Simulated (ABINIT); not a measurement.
# Zr (P6_3/mmc) in ABINIT: optical spectrum with PBE

Aim: the optical spectrum of Zr with PBE.

Program: ABINIT 10.8.3 (patched build). These are calculated values, not measurements. Logs are shortened: lines on timing, memory, paths and dates and some standing lists are left out, and cuts for length are marked. The log counts tension as positive stress, the text compression.

## 1. The structure

Symmetry: P6_3/mmc, No. 194, hexagonal system. The conventional cell has a = 3.232 Å, b = 3.232 Å, c = 5.147 Å, α = 90.00°, β = 90.00°, γ = 120.00°. Around Zr (site symmetry -6m2) lie 12 Zr at 3.18 to 3.23 Å.

## 2. Optical spectrum, PBE

The input, run.abi:

```
# Datasets
ndtset 3

# Pseudopotentials
pp_dirpath "./"
pseudos "40_Zr_12_2.0_2.5_pbe_n_v1.0.psp8"

# Structure
acell 3.232 3.232 5.147 Angstrom
rprim
     1.0000000000     0.0000000000     0.0000000000
    -0.5000000000     0.8660254038     0.0000000000
     0.0000000000     0.0000000000     1.0000000000
ntypat 1
znucl 40
natom 2
typat 1 1
xred
            2/3            1/3            3/4
            1/3            2/3            1/4

# Plane-wave basis
ecut 23.0

# k points
ngkpt 16 16 8
nshiftk 1
shiftk 0.0 0.0 0.5
istwfk *1

# Exchange and correlation
ixc 11

# Bands and occupations
occopt 3
tsmear 0.136 eV

# SCF cycle
nstep 80

# Output
iomode 3
prteig 0
prtebands 0

# Dataset 1: ground state
nband1 16
tolvrs1 1.0e-12
prtden1 1
prtwf1 0
kptopt1 1

# Dataset 2: empty bands at fixed density
iscf2 -3
getden2 1
nband2 28
nbdbuf2 4
tolwfr2 1.0e-12
nstep2 120
prtden2 0
kptopt2 1

# Dataset 3: wave functions and velocity matrix elements in the full zone
optdriver3 8
wfk_task3 "wfk_optics_fullbz"
getwfk3 2
nband3 24
kptopt3 1
prtevk3 1
inclvkb3 2
```

The input, optic.abi:

```
&FILES
 ddkfile_1 = 'runo_DS3_1_EVK.nc',
 ddkfile_2 = 'runo_DS3_2_EVK.nc',
 ddkfile_3 = 'runo_DS3_3_EVK.nc',
 wfkfile = 'runo_DS3_WFK.nc'
/
&PARAMETERS
 broadening = 0.005512,
 domega = 0.002,
 maxomega = 0.8,
 scissor = 0.000000,
 tolerance = 0.002
/
&COMPUTATIONS
 num_lin_comp = 2,
 lin_comp = 11,33,
 num_nonlin_comp = 0
/
```

Potentials or basis: SPMS NC PBE v1.0.

The run is started by

```sh
$ abinit run.abi > log 2>&1
$ optic optic.abi > optic.log 2>&1
```

run.abo:

```text
.Version 10.8.3 of ABINIT
 DATASET    1 : space group P6_3/m m c (#194); Bravais hP (primitive hexag.)
================================================================================
 Values of the parameters that define the memory need for DATASET  1.
     intxc =       0    ionmov =       0      iscf =       7    lmnmax =       6
     lnmax =       6     mgfft =      45  mpssoang =       3    mqgrid =    3001
     natom =       2  nloc_mem =       1    nspden =       1   nspinor =       1
    nsppol =       1      nsym =      24    n1xccc =    2501    ntypat =       1
    occopt =       3   xclevel =       2
       mpw =        1695          nfft =       40500          nkpt =         120
================================================================================
================================================================================
[... 13 lines left out ...]
 DATASET    3 : space group P6_3/m m c (#194); Bravais hP (primitive hexag.)
================================================================================
 Values of the parameters that define the memory need for DATASET  3.
     intxc =       0    ionmov =       0      iscf =       7    lmnmax =       6
     lnmax =       6     mgfft =      45  mpssoang =       3    mqgrid =    3001
     natom =       2  nloc_mem =       1    nspden =       1   nspinor =       1
    nsppol =       1      nsym =      24    n1xccc =    2501    ntypat =       1
    occopt =       3   xclevel =       2
       mpw =        1695          nfft =       40500          nkpt =         120
================================================================================
================================================================================

--------------------------------------------------------------------------------
------------- Echo of variables that govern the present computation ------------
--------------------------------------------------------------------------------
 -outvars: echo values of preprocessed input variables --------
            acell      6.1075948389E+00  6.1075948389E+00  9.7264203700E+00 Bohr
              amu      9.12240000E+01
             ecut      2.30000000E+01 Hartree
           getden1          0
           getden2          1
           getden3          0
           getwfk1          0
           getwfk2          0
           getwfk3          2
             iscf1          7
             iscf2         -3
             iscf3          7
              ixc          11
           jdtset        1    2    3
                       outvar_i_n : Printing only first  50 k-points.
         kptrlatt       16    0    0      0   16    0      0    0    8
          kptrlen      7.78113630E+01
            natom           2
            nband1         16
            nband2         28
            nband3         24
           nbdbuf1          0
           nbdbuf2          4
           nbdbuf3          0
           ndtset           3
            ngfft          30      30      45
             nkpt         120
            nstep1         80
            nstep2        120
            nstep3         80
             nsym          24
           ntypat           1
                       prtocc : prtvol=0, do not print more k-points.
                       prtocc : prtvol=0, do not print more k-points.
                       prtocc : prtvol=0, do not print more k-points.
           occopt           3
        optdriver1          0
        optdriver2          0
        optdriver3          8
           prtden1          1
           prtden2          0
           prtden3          1
        prtebands           0
           prteig           0
           prtevk1          0
           prtevk2          0
           prtevk3          1
            prtwf1          0
            prtwf2          1
            prtwf3          1
            rprim      1.0000000000E+00  0.0000000000E+00  0.0000000000E+00
                      -5.0000000000E-01  8.6602540380E-01  0.0000000000E+00
                       0.0000000000E+00  0.0000000000E+00  1.0000000000E+00
           shiftk      0.00000000E+00  0.00000000E+00  5.00000000E-01
          spgroup         194
           tolvrs1     1.00000000E-12
           tolvrs2     0.00000000E+00
           tolvrs3     0.00000000E+00
           tolwfr1     0.00000000E+00
           tolwfr2     1.00000000E-12
           tolwfr3     0.00000000E+00
           tsmear      4.99790782E-03 Hartree
            typat      1  1
         wfk_task1          0
         wfk_task2          0
         wfk_task3          7
                       outvars : Printing only first  50 k-points.
           xangst      1.6160000000E+00  9.3299803503E-01  3.8602500000E+00
[... 213 lines left out ...]
  5.62E-14  6.31E-13  1.40E-13  1.42E-13  1.15E-13  4.46E-13  5.26E-13  8.21E-13
  9.02E-13  6.10E-13  6.09E-13  8.26E-13  2.27E-13  1.88E-13  6.16E-13  7.83E-13
  5.13E-10  2.40E-08  1.07E-05  1.01E-08
 -1.4940E+00 -1.4884E+00 -7.0444E-01 -6.7310E-01 -6.7310E-01 -6.6816E-01
 -6.6800E-01 -6.6800E-01  9.3961E-02  1.8909E-01  3.3144E-01  3.3144E-01
  3.3705E-01  3.4134E-01  3.5674E-01  3.5674E-01  3.8129E-01  3.8129E-01
  4.6434E-01  4.6434E-01  6.4226E-01  6.9137E-01  7.6688E-01  7.9583E-01
  9.0359E-01  9.0359E-01  9.5002E-01  9.5616E-01
 prteigrs : prtvol=0 or 1, do not print more k-points.

--- !ResultsGS
iteration_state: {dtset: 2, }
comment   : Summary of ground state results
lattice_vectors:
- [  6.1075948,   0.0000000,   0.0000000, ]
- [ -3.0537974,   5.2893323,   0.0000000, ]
- [  0.0000000,   0.0000000,   9.7264204, ]
lattice_lengths: [   6.10759,    6.10759,    9.72642, ]
lattice_angles: [ 90.000,  90.000, 120.000, ] # degrees, (23, 13, 12)
lattice_volume:   3.1421297E+02
convergence: {deltae:  0.000E+00, res2:  0.000E+00, residm:  9.985E-13, diffor:  0.000E+00, }
etotal    :  -1.01963965E+02
entropy   :   0.00000000E+00
fermie    :   2.98933860E-01
cartesian_stress_tensor: null
pressure_GPa: null
xred      :
- [  6.6667E-01,   3.3333E-01,   7.5000E-01, Zr]
- [  3.3333E-01,   6.6667E-01,   2.5000E-01, Zr]
cartesian_forces: null
force_length_stats: {min: null, max: null, mean: null, }
...

 Integrated electronic density in atomic spheres:
 ------------------------------------------------
 Atom  Sphere_radius  Integrated_density
    1        2.00000          8.40216302
    2        2.00000          8.40216302
================================================================================

 ----iterations are completed or convergence reached----

 Mean square residual over all n,k,spin=   35.679E-14; max=  99.855E-14
 reduced coordinates (array xred) for    2 atoms
       0.666666666667      0.333333333333      0.750000000000
       0.333333333333      0.666666666667      0.250000000000

 cartesian coordinates (angstrom) at end:
    1      1.61600000000000     0.93299803502720     3.86025000000000
    2     -0.00000000000000     1.86599607005440     1.28675000000000
 length scales=  6.107594838934  6.107594838934  9.726420370047 bohr
              =  3.232000000000  3.232000000000  5.147000000000 angstroms
 Eigenvalues (hartree) for nkpt= 120  k points:
 kpt#   1, nband= 28, wtk=  0.00098, kpt=  0.0000  0.0000  0.0625 (reduced coord)
  -1.49399   -1.48842   -0.70444   -0.67310   -0.67310   -0.66816   -0.66800   -0.66800
   0.09396    0.18909    0.33144    0.33144    0.33705    0.34134    0.35674    0.35674
   0.38129    0.38129    0.46434    0.46434    0.64226    0.69137    0.76688    0.79583
   0.90359    0.90359    0.95002    0.95616
      occupation numbers for kpt#   1
   2.00000    2.00000    2.00000    2.00000    2.00000    2.00000    2.00000    2.00000
   2.00000    2.00000    0.00299    0.00299    0.00097    0.00041    0.00002    0.00002
   0.00000    0.00000    0.00000    0.00000    0.00000    0.00000    0.00000    0.00000
   0.00000    0.00000    0.00000    0.00000
 prteigrs : prtvol=0 or 1, do not print more k-points.

--- !EnergyTerms
iteration_state     : {dtset: 2, }
comment             : Components of total free energy in Hartree
kinetic             :  2.80085980893392E+01
hartree             :  1.43334688236817E+01
xc                  : -2.01780988508887E+01
Ewald energy        : -7.70686902454277E+01
psp_core            :  5.12484512776058E+00
local_psp           : -5.05323657931787E+01
non_local_psp       : -1.64677348214795E+00
internal            : -1.01959016330862E+02
'-kT*entropy'       : -4.94860042325467E-03
total_energy        : -1.01963964931285E+02
...

--- !EnergyTermsDC
iteration_state     : {dtset: 2, }
comment             : '"Double-counting" decomposition of free energy'
band_energy         : -1.22606571927230E+01
Ewald energy        : -7.70686902454277E+01
psp_core            :  5.12484512776058E+00
xc_dc               : -1.77545139847255E+01
internal            : -1.01959016295116E+02
'-kT*entropy'       : -4.94860042325467E-03
total_energy_dc     : -1.01963964895539E+02
...

================================================================================
== DATASET  3 ==================================================================

--- !DatasetInfo
iteration_state: {dtset: 3, }
dimensions: {natom: 2, nkpt: 120, mband: 24, nsppol: 1, nspinor: 1, nspden: 1, mpw: 1695, }
cutoff_energies: {ecut:  23.0, pawecutdg:  -1.0, }
electrons: {nelect:   2.40000000E+01, charge:   0.00000000E+00, occopt:   3.00000000E+00, tsmear:   4.99790782E-03, }
meta: {optdriver: 8, wfk_task: 7, }
...

 mkfilename : getwfk/=0, take file _WFK from output of DATASET   2.

 Exchange-correlation functional for the present dataset will be:
  GGA: Perdew-Burke-Ernzerhof functional - ixc=11
  J.P.Perdew, K.Burke, M.Ernzerhof, PRL 77, 3865 (1996)

--------------------------------------------------------------------------------

 Computation of velocity matrix elements (DDK)

 Parameters extracted from the Abinit header:
    ecut:     23.0
    nkpt:    2048
    mband:   28
    nsppol:  1
    nspinor: 1
    useylm:  0
    inclvkb: 2
    bmin: 1, bmax: 28
    Computing diagonal and off-diagonal matrix elements
    Between band index bmin: 1, bmax: 28

== END DATASET(S) ==============================================================
================================================================================

 -outvars: echo values of variables after computation  --------
            acell      6.1075948389E+00  6.1075948389E+00  9.7264203700E+00 Bohr
           etotal1    -1.0196396490E+02
           etotal2    -1.0196396490E+02
           etotal3     0.0000000000E+00
            fcart1    -2.2043417206E-29 -3.8180318572E-29 -0.0000000000E+00
                       2.2043417206E-29  3.8180318572E-29 -0.0000000000E+00
            fcart3     0.0000000000E+00  0.0000000000E+00  0.0000000000E+00
                       0.0000000000E+00  0.0000000000E+00  0.0000000000E+00
            rprim      1.0000000000E+00  0.0000000000E+00  0.0000000000E+00
                      -5.0000000000E-01  8.6602540380E-01  0.0000000000E+00
                       0.0000000000E+00  0.0000000000E+00  1.0000000000E+00
           strten1    -1.8214753246E-05 -1.8214753832E-05 -4.6960759225E-05
                       0.0000000000E+00  0.0000000000E+00  0.0000000000E+00
           strten3     0.0000000000E+00  0.0000000000E+00  0.0000000000E+00
                       0.0000000000E+00  0.0000000000E+00  0.0000000000E+00
           xangst      1.6160000000E+00  9.3299803503E-01  3.8602500000E+00
                      -5.9804013593E-17  1.8659960701E+00  1.2867500000E+00
             xred      6.6666666667E-01  3.3333333333E-01  7.5000000000E-01
                       3.3333333333E-01  6.6666666667E-01  2.5000000000E-01
 Calculation completed.
```

It took 3 min on 1 thread of AMD EPYC 9R14 (Zen 4), shared host; peak memory 1.7 GiB.

What came out:

```
Free energy : -2774.5808 eV
Pressure    : 0.8 GPa
```

Dielectric function (mean over the directions given):
```csv
energy (eV),real part,imaginary part
0.33,69.90,33.83
0.98,24.33,46.12
1.63,3.01,34.92
2.29,-2.70,23.49
2.94,-4.68,15.71
3.70,-4.18,12.07
4.35,-3.54,9.60
5.01,-4.72,7.15
5.66,-4.08,4.55
6.31,-3.09,2.80
7.08,-1.33,2.48
7.73,-0.60,3.00
8.38,-1.50,2.37
9.03,-0.45,1.55
9.69,0.35,2.59
10.45,-0.64,2.46
11.10,-1.03,1.80
11.76,-0.71,1.47
12.41,-0.68,1.14
13.06,-0.51,0.98
13.82,-0.22,0.85
14.48,-0.25,0.90
15.13,-0.15,0.55
15.78,-0.06,0.49
16.44,0.09,0.42
17.20,0.22,0.31
17.85,0.30,0.25
18.50,0.44,0.20
19.16,0.55,0.14
19.92,0.64,0.13
```

Caveat: the intraband (Drude) term is left out; spectra need much finer meshes, so this one isn't converged; independent-particle spectra lack excitons.
